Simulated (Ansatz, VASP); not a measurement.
**One calculation of Hf, two programs**

```
Hf
1.0
     4.96232    0.00000    0.00000
    -2.48116    4.29749    0.00000
     0.00000    0.00000    3.00681
Hf
3
Direct
  0.33332 0.00000 0.33333
  0.00000 0.33332 0.66667
  0.66668 0.66668 0.00000
```

Alike in both runs: functional PBEsol; k mesh 6 × 6 × 4; occupations gaussian, width 0.1 eV; no spin polarisation.

Ansatz relaxed the structure, and its values are those at the end. VASP's run is a single point on that final structure, the one shown.

|  | VASP | Ansatz |
| --- | --- | --- |
| version | VASP 6.6.1 | Ansatz 0.2.0 |
| potentials or method | VASP PAW PBE potentials, release 64 (Hf_pv) | scalar-relativistic, plane waves, PAW |
| plane-wave cutoff (eV) | 520 | 420 |
| valence electrons in the cell | 30 | 78 |

|  | VASP | Ansatz | Ansatz less VASP |
| --- | --- | --- | --- |
| gap on the k mesh at the Fermi level (eV) | none | none | - |
| pressure (GPa) | -0.2 | 0.0 | +0.25 |

A gap of «none» marks a metal or a gap that the smearing closes. The two sets of potentials don't hold the same shells in valence.

Caveats: the k mesh is coarse (spacing up to 0.52 Å⁻¹), so the values aren't converged; the PAW data sets were made with another functional, which shifts forces and pressure a little (VASP). Spin-orbit coupling is left out, which matters for the levels of Hf.
